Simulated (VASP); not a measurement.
Si2Ni:

```
Ni Si
1.0
     0.00000    2.70300    2.70300
     2.70300    0.00000    2.70300
     2.70300    2.70300    0.00000
Ni Si
1 2
Direct
  0.00000 0.00000 0.00000
  0.75000 0.75000 0.75000
  0.25000 0.25000 0.25000
```

- Program: VASP 6.6.1
- Task: single point
- Functional: PBEsol
- Potentials or basis: VASP PAW PBE potentials, release 64 (Ni, Si)
- Cutoff: 520 eV
- k mesh: 9 × 9 × 9
- Occupations: fermi-dirac, width 0.05 eV
- Spin: collinear spin, ferromagnetic start
- Starting moments: [1.0, 0.0, 0.0] μB

On this cell: pressure -0.8 GPa; largest force zero by symmetry; net moment 0.00 μB per cell; band gap on the k mesh none (metal or under the smearing width).

The same run follows on a disturbed copy (atoms moved at random, drawn with an rms of 0.05 Å):

```
CELL_PARAMETERS angstrom
0.00000 2.70300 2.70300
2.70300 0.00000 2.70300
2.70300 2.70300 0.00000
ATOMIC_POSITIONS crystal
Ni 0.00493 0.00989 0.99540
Si 0.75332 0.75088 0.76642
Si 0.24470 0.25296 0.25518
```

Question: What does the disturbed cell give?

Answer: The energy (extrapolated to zero smearing) moves by +7.3 meV/atom; pressure -0.6 GPa; largest force 0.459 eV/Å; net moment 0.00 μB per cell; band gap on the k mesh none (metal or under the smearing width).

Forces in eV/Å, atoms in the order of the input:
```
Ni   0.171  0.242 -0.340
Si  -0.208 -0.404  0.060
Si   0.037  0.162  0.280
```

Stress tensor (GPa, compression positive):
```
-0.56  0.66  1.44
 0.66 -0.48  0.60
 1.44  0.60 -0.63
```

Caveats: the PAW data sets were made with another functional, which shifts forces and pressure a little.
